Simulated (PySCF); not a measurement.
A species of formula C4H9N has this rotational fingerprint, computed with PySCF 2.14.0, PBE0-D3(BJ)/def2-SVP geometry optimisation, gas phase:

| Property | Result |
| --- | --- |
| Rotational constants | A = 6914, B = 6728, C = 3928 MHz |
| Dipole components | \|μa\| = 0.99 D, \|μb\| = 0.00 D, \|μc\| = 0.71 D |
| Inertial defect | -19.54 u·Å² |
| κ | 0.88 |

Question: Which candidate fits, each taken in the one conformer that was computed?
A. `[NH2:1][CH2:2][CH:3]1[CH2:4][CH2:5]1` with H–N1–C2–C3 -62° and 180°, N1–C2–C3–C4 157°
B. `[CH2:1]1[CH2:2][CH2:3][NH:4][CH2:5]1` with C5–C1–C2–C3 0°, C1–C2–C3–N4 -23°, C2–C3–N4–C5 37°, C3–N4–C5–C1 -37° (pyrrolidine)
C. `[CH3:1]/[CH:2]=[N:3]/[CH2:4][CH3:5]` with C2–N3–C4–C5 120°

Answer: B. It is C1CCNC1, an asymmetric top, point group Cs. The candidates at the same level (rigid rotor, commonest isotopes):

| SMILES | A (MHz) | B (MHz) | C (MHz) | μa (D) | μb (D) | μc (D) | Δ (u·Å²) | point group | rotor |
| --- | --- | --- | --- | --- | --- | --- | --- | --- | --- |
| C1CCNC1 | 6914 | 6728 | 3928 | 0.99 | 0.00 | 0.71 | -19.54 | Cs | asymmetric top |
| NCC1CC1 | 12454 | 3198 | 2867 | 0.10 | 0.11 | 1.16 | -22.32 | C1 | near-prolate asymmetric top |
| C/C=N/CC | 18164 | 2295 | 2222 | 0.38 | 0.60 | 1.12 | -20.63 | C1 | near-prolate asymmetric top |

`C/C=N/CC` has A 163 % too high; `NCC1CC1` has A 80 % too high. In the right answer the mirror of this Cs structure is the ac plane, so μb vanishes by symmetry. No structure here is proved a minimum.
